Q: This table lists the zone-centre vibrations of orthorhombic BaTiO₃. The infrared intensities run from 0 to 71, and they don't follow the frequencies. Could I have estimated them on paper?

Zone-centre optical phonons of orthorhombic BaTiO₃ (space group Amm2; conventional cell a = 3.972, b = 5.782, c = 5.833 Å), calculated with Ansatz 0.2.0 using the PBE functional, scalar-relativistic PAW, a plane-wave cutoff of 420 eV and an 8×8×8 k mesh. The modes are for zero macroscopic field, without LO–TO splitting, and negative frequencies stand for imaginary ones.

```csv
row,phonon frequency (cm⁻¹),infrared intensity ((D/Å)²/amu)
1,-51.0,71.1
2,147.8,7.12
3,153.2,4.75
4,157.4,1.92
5,263.9,0.188
6,286.6,0
7,291.9,0.343
8,307.4,42.0
9,337.8,26.2
10,451.1,3.17
11,473.9,15.2
12,551.5,13.6
```

A: Most of them, roughly, if you know the charges that the moving atoms carry. Infrared light acts on a vibration through the electric dipole that the motion creates. The intensity is the square of that dipole per unit of displacement, divided by the mass that has to move. A mode is therefore bright when large opposite charges on light atoms move against each other, whatever its frequency.

Q: So I need to know how the atoms move in each of the twelve modes. Isn't that what the computer is for?

A: The exact motions, yes, but you can count the modes and let simple patterns stand in for them. Take the undistorted cubic crystal and let the five atoms move along one cube axis only. Five displacements are possible, and one combination of them just shifts the whole crystal. Four real vibrations remain for each axis, which makes twelve in all.

You can choose the four patterns so that each is easy to picture:

- Barium moves against the TiO₃ group.
- Titanium moves against the three oxygens.
- The oxygen that lies on the Ti–O–Ti chain along the axis moves against the other two.
- Those other two oxygens move against each other.

In the cubic crystal the last two oxygens carry equal charges, so their dipoles cancel and the fourth pattern is dark.

In the orthorhombic crystal only a is a cube axis. The axes b and c are diagonals of a cube face, and each pattern for them is an equal combination of the same pattern along two cube axes.

Q: Row 6 has zero intensity. Is that the fourth pattern?

A: Yes. In the orthorhombic crystal two oxygens are still mirror images of each other, and when they move oppositely along a the cancellation is exact. Rows 5 and 7 are most likely its two partners, polarised along b and c. The distortion has spoiled their cancellation, but only a little: they reach 0.19 and 0.34, in the units of the table. For these three rows the rule simply says "dark".

Q: And the bright ones?

A: Let us take row 8, which is polarised along b, as the mode strengths from the same calculation show. It is the brightest mode in that direction, so I read it as titanium against oxygen. One titanium weighs 48 atomic mass units, and so do three oxygens. The two sides therefore move equally far in opposite directions, while barium stays at rest.

Now add up the dipole. Titanium contributes its charge Z(Ti). The crystal is neutral, so the three oxygens together carry −[Z(Ti) + Z(Ba)], and they move the other way, which makes their contribution positive too. The sum is 2Z(Ti) + Z(Ba), and the moving mass is 48 + 48 = 96. One elementary charge equals 4.8 debye per ångström, whose square is 23, so

intensity ≈ (23/96) × [2Z(Ti) + Z(Ba)]² = 0.24 × [2Z(Ti) + Z(Ba)]².

Q: With titanium at +4 and barium at +2, the bracket is 10 and the intensity 24. The table has 42.0 for row 8.

A: Those are formal charges. They would be right if each ion kept a fixed charge as it moved, but here it doesn't. What counts is how much dipole appears when an atom moves. As titanium approaches an oxygen, their bond becomes more covalent and some electron density flows from the oxygen towards titanium. Negative charge then moves against the titanium's motion, which adds to the dipole, as if titanium carried a larger charge. This quantity is called the Born effective charge.

The same calculation gives these charges. Along b they are 5.98 for titanium and 2.87 for barium. The estimate for row 8 becomes

2 × 5.98 + 2.87 = 14.8, and 0.24 × 14.8² ≈ 53.

That is about a quarter above the table's value.

Q: You overshoot where I undershot. How do I know that the larger charges are right, and that my ionic ones don't just belong to a different pattern of motion?

A: Because the total intensity in one direction doesn't depend on the patterns. Think of the charges, each divided by the square root of its atom's mass, as the components of an arrow. Each vibration is an axis in the same space, and its intensity is the square of the arrow's component along that axis. If you turn the axes, the components change, but by Pythagoras the sum of their squares stays the same.

With ionic charges this total would be 26 in each direction. The modes in the table add up to 76 along a, 65 along b and 45 along c. No choice of motions can close that gap, so the charges themselves must be larger. With the Born charges the total comes out right, but that is no success of the rule, because the calculation builds its intensities from the same charges.

Q: Then let me try one. Row 10 is polarised along a and is neither the brightest nor dark. Which pattern is it?

A: Probably the third one, the chain oxygen against the other two. Oxygen is the lightest atom here and its bonds to titanium are stiff, so this pattern should lie high in frequency, and row 10 is the highest mode along a. If the chain oxygen moves by one unit, the other two move back by half a unit each. The dipole is then the difference between the charge of an oxygen moving along its chain and that of one moving across it. The mass is 16 × (1 + ¼ + ¼) = 24, so the factor is 23/24 = 0.96.

Q: What are the two oxygen charges?

A: Along a they are −5.42 for the chain oxygen and −1.97 for each of the others. The chain oxygen's charge is large for the same reason as titanium's: its motion shortens one Ti–O bond and stretches the next.

Q: The difference is 5.42 − 1.97 = 3.45, and 0.96 × 3.45² is about 11. The table says 3.17. I'm off by a factor of 3.6.

A: You calculated correctly, and this is the worst of the nine clearly active rows. The patterns are idealised, and a real mode mixes them. What adds up in a mixture is the dipole, with its sign, and only the sum is squared. A weak mode can therefore lose much of its intensity to a small admixture of a strong one.

Put numbers to it. Along a, the titanium pattern has an estimated intensity of 62 and the oxygen pattern one of 11.45, so their dipoles are the square roots, 7.9 and 3.4. Mix 0.2 of the first into 0.98 of the second with opposite sign:

0.98 × 3.4 − 0.2 × 7.9 ≈ 1.75, and 1.75² ≈ 3.1.

The squared share of the intruder is only 0.2² = 4 %, yet the intensity has dropped to nearly the value in the table.

Q: Where does the lost intensity go?

A: Into the other partner of the mixture. The titanium mode becomes 0.98 × 7.9 + 0.2 × 3.4 ≈ 8.4, and its square is about 71, which is what row 1 has. Since the total is fixed, this isn't a second, independent agreement. I also chose the 0.2 to suit row 10, but the atomic motions from the same calculation bear it out. Row 10 contains about 0.98 of the oxygen pattern and 0.20 of the titanium pattern, and their dipoles oppose each other. So this small mixing really is what dims the mode.

Q: Does the brightest mode gain in the other directions too?

A: No, there it loses. Our estimate for row 8 was too high by 11 units, and the intensity missing there turns up in rows 2 and 11, which are brighter than the rule says. Along c, row 9 loses in the same way to rows 3 and 12, and row 12 ends up three times as bright as the rule says. The sign of the mixing depends on the forces between the atoms, which the rule doesn't contain, so I can't tell you why a differs from b and c.

Q: Can the rule at least say why the brightest mode is so different in the three directions? Row 1 has 71.1, row 8 has 42.0 and row 9 only 26.2.

A: It gets the order right. Titanium's charge falls from 6.7 along a to 6.0 along b and 4.8 along c, and the estimates fall with it, from 62 to 53 to 37. The spread in the table is wider, and mixing accounts for the rest.

The fall in the charge has a plausible cause. Along a, the Ti–O–Ti chain is evenly spaced, and a small shift of titanium strengthens one bond at the expense of its twin. Along c, the axis of the spontaneous polarisation, titanium has already moved towards two of its oxygens. Much of the electron flow has then taken place, and a further shift adds less. PBE is known to exaggerate this polar distortion, so the contrast between a and c may be too strong in the table.

Q: What about barium against the rest?

A: Barium's charge is modest, and the TiO₃ group carries the same charge with the opposite sign, so these modes are weak. When the distance between the two sides changes by one unit, the dipole changes by Z(Ba). The effective mass for that displacement is 137 × 96/(137 + 96) ≈ 56, which gives 0.41 × Z(Ba)², or about 3 in every direction. I assign it to rows 2, 3 and 4, the close group near 150 cm⁻¹, where the table has 7.1, 4.8 and 1.9.

Q: So how far may I trust the rule as a whole?

A: For the brightest mode of each direction, the estimate is within 42 % of the table. Over the nine clearly active rows the typical error is a factor of 1.6. The rule separates the three strongest modes from the rest and picks out the three dark or nearly dark ones. It can't rank the modes in between: it puts row 10 well above row 2, and the table has them the other way round.

There is some circularity in this. I called the brightest mode of each direction "titanium against oxygen" because it was the brightest, and I matched rows 5 and 7 to the dark pattern because they were faint. On paper you would know that such modes exist and about how strong they are, but not at which frequencies to look for them.

Q: And if I don't have the Born charges for my crystal?

A: For BaTiO₃ you can take rough values for the cubic phase, about 7.2 for titanium and 2.7 for barium. They give 70 for the brightest mode in every direction. That meets row 1, though partly by luck: the larger charges make up for what mixing adds there. For row 9 it is 2.7 times too high, because the distortion has lowered titanium's charge along c and mixing takes away more. Another perovskite needs its own charges and masses, and its patterns may mix more strongly.

Q: One last thing. Row 1 is the strongest of all, but its frequency is negative. Would I see it in a spectrum?

A: Not as a line at 51 cm⁻¹. The minus sign marks an imaginary frequency: the crystal lowers its energy when titanium and oxygen shift against each other along a, so nothing pulls the atoms back and this pattern doesn't oscillate about the structure. That fits the known rhombohedral phase of BaTiO₃ at low temperature, in which titanium is displaced in that direction as well. The real orthorhombic phase exists only at higher temperature, and thermal motion is absent from this calculation. The intensity of row 1 still tells you how strongly an electric field pulls on that displacement.
